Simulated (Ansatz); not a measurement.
Write an ASE script for Ansatz 0.2.0 that does the following.

```yaml
Task: optical spectrum
Functional: LDA
Potentials_or_basis: JTH PAW LDA
Cutoff: 960 eV
Density_cutoff: 4800 eV
k_mesh: 5 × 5 × 5
Occupations: cold, width 0.005 eV
Spin: no spin polarisation
Driver: chain
Conventional: yes
Broadening: 0.05 eV
```

The structure of ZnS lies in ZnS.cif:

```cif
data_ZnS
_cell_length_a 5.40400000
_cell_length_b 5.40400000
_cell_length_c 5.40400000
_cell_angle_alpha 90.00000000
_cell_angle_beta 90.00000000
_cell_angle_gamma 90.00000000
_space_group_name_H-M_alt 'F-43m'
_space_group_name_Hall 'F -4 2 3'
_space_group_IT_number 216
loop_
_space_group_symop_operation_xyz
'x,y,z'
'y,-x,-z'
'-x,-y,z'
'-y,x,-z'
'x,-y,-z'
'y,x,z'
'-x,y,-z'
'-y,-x,z'
'z,x,y'
'-z,y,-x'
'z,-x,-y'
'-z,-y,x'
'-z,x,-y'
'z,y,x'
'-z,-x,y'
'z,-y,-x'
'y,z,x'
'-x,-z,y'
'-y,z,-x'
'x,-z,-y'
'-y,-z,x'
'x,z,y'
'y,-z,-x'
'-x,z,-y'
'x,y+1/2,z+1/2'
'y,-x+1/2,-z+1/2'
'-x,-y+1/2,z+1/2'
'-y,x+1/2,-z+1/2'
'x,-y+1/2,-z+1/2'
'y,x+1/2,z+1/2'
'-x,y+1/2,-z+1/2'
'-y,-x+1/2,z+1/2'
'z,x+1/2,y+1/2'
'-z,y+1/2,-x+1/2'
'z,-x+1/2,-y+1/2'
'-z,-y+1/2,x+1/2'
'-z,x+1/2,-y+1/2'
'z,y+1/2,x+1/2'
'-z,-x+1/2,y+1/2'
'z,-y+1/2,-x+1/2'
'y,z+1/2,x+1/2'
'-x,-z+1/2,y+1/2'
'-y,z+1/2,-x+1/2'
'x,-z+1/2,-y+1/2'
'-y,-z+1/2,x+1/2'
'x,z+1/2,y+1/2'
'y,-z+1/2,-x+1/2'
'-x,z+1/2,-y+1/2'
'x+1/2,y,z+1/2'
'y+1/2,-x,-z+1/2'
'-x+1/2,-y,z+1/2'
'-y+1/2,x,-z+1/2'
'x+1/2,-y,-z+1/2'
'y+1/2,x,z+1/2'
'-x+1/2,y,-z+1/2'
'-y+1/2,-x,z+1/2'
'z+1/2,x,y+1/2'
'-z+1/2,y,-x+1/2'
'z+1/2,-x,-y+1/2'
'-z+1/2,-y,x+1/2'
'-z+1/2,x,-y+1/2'
'z+1/2,y,x+1/2'
'-z+1/2,-x,y+1/2'
'z+1/2,-y,-x+1/2'
'y+1/2,z,x+1/2'
'-x+1/2,-z,y+1/2'
'-y+1/2,z,-x+1/2'
'x+1/2,-z,-y+1/2'
'-y+1/2,-z,x+1/2'
'x+1/2,z,y+1/2'
'y+1/2,-z,-x+1/2'
'-x+1/2,z,-y+1/2'
'x+1/2,y+1/2,z'
'y+1/2,-x+1/2,-z'
'-x+1/2,-y+1/2,z'
'-y+1/2,x+1/2,-z'
'x+1/2,-y+1/2,-z'
'y+1/2,x+1/2,z'
'-x+1/2,y+1/2,-z'
'-y+1/2,-x+1/2,z'
'z+1/2,x+1/2,y'
'-z+1/2,y+1/2,-x'
'z+1/2,-x+1/2,-y'
'-z+1/2,-y+1/2,x'
'-z+1/2,x+1/2,-y'
'z+1/2,y+1/2,x'
'-z+1/2,-x+1/2,y'
'z+1/2,-y+1/2,-x'
'y+1/2,z+1/2,x'
'-x+1/2,-z+1/2,y'
'-y+1/2,z+1/2,-x'
'x+1/2,-z+1/2,-y'
'-y+1/2,-z+1/2,x'
'x+1/2,z+1/2,y'
'y+1/2,-z+1/2,-x'
'-x+1/2,z+1/2,-y'
loop_
_atom_site_label
_atom_site_type_symbol
_atom_site_symmetry_multiplicity
_atom_site_Wyckoff_symbol
_atom_site_fract_x
_atom_site_fract_y
_atom_site_fract_z
_atom_site_occupancy
Zn1 Zn 4 c 0.2500000000 0.2500000000 0.2500000000 1
S1 S 4 a 0.0000000000 0.0000000000 0.0000000000 1
```

The input as run:

run.py

```python
import json

import ase.io
import numpy as np

import ansatz as az

atoms = ase.io.read("ZnS.cif")
atoms.info.pop("occupancy", None)

calculation = (
    az.Crystal.from_ase(atoms)
    .calculation()
    .kpoints(5, 5, 5)
    .functional("lda")
    .pseudopotentials(kind="paw", accuracy="standard", xc_functional="lda")
    .scf(extra_bands=32)
    .occupations(method="cold", width=0.005)
    .optics(energy_range=(0.0, 14.0), broadening_width=0.05, nscf_kmesh=(7, 7, 7))
    .band_table(publish=True)
)
outcome = calculation.run(threads=2, events_out="events.jsonl")

report = outcome.report
for line in open("events.jsonl"):
    event = json.loads(line)
    if event["event"] == "scf_iter":
        d = event["data"]
        print(f"SCF {d['iter']:3d}  HF = {d['harris_foulkes_ev']:.6f} eV  dr2 = {d['dr2_ev']:.2e} eV")
    elif event["event"] in ("relax_step", "md_step"):
        d = event["data"]
        print(f"{event['event']} {d['step']:3d}  E = {d['lagrangian_ev']:.6f} eV")
np.set_printoptions(precision=5, suppress=True, linewidth=110)
print("converged:", report["converged"], "after", report["n_iterations"], "iterations")
print(f"free energy {report['free_energy_ev']:.6f} eV, Fermi level {report['fermi_energy_ev']:.4f} eV")
for key in ("band_edges_ev", "magnetization_mub", "site_moments_mub", "site_moments_nc_mub", "forces_ev_ang",
                "stress_gpa"):
    if report.get(key) is not None:
        print(key, np.array(report[key]), sep="\n")
```

Potentials or basis: JTH PAW LDA.

The run is started by

```bash
$ python run.py
```

Results of the run:

- Band gap on the k mesh: 1.85 eV

Caveat: odd divisions of the mesh miss points on the zone boundary, where band edges often lie, so the gap on the mesh can be too wide; spectra need much finer meshes, so this one isn't converged; independent-particle spectra lack excitons.

It took 5.2 min on 2 threads of Arm Neoverse V1 (shared host), peak memory 1.5 GiB.
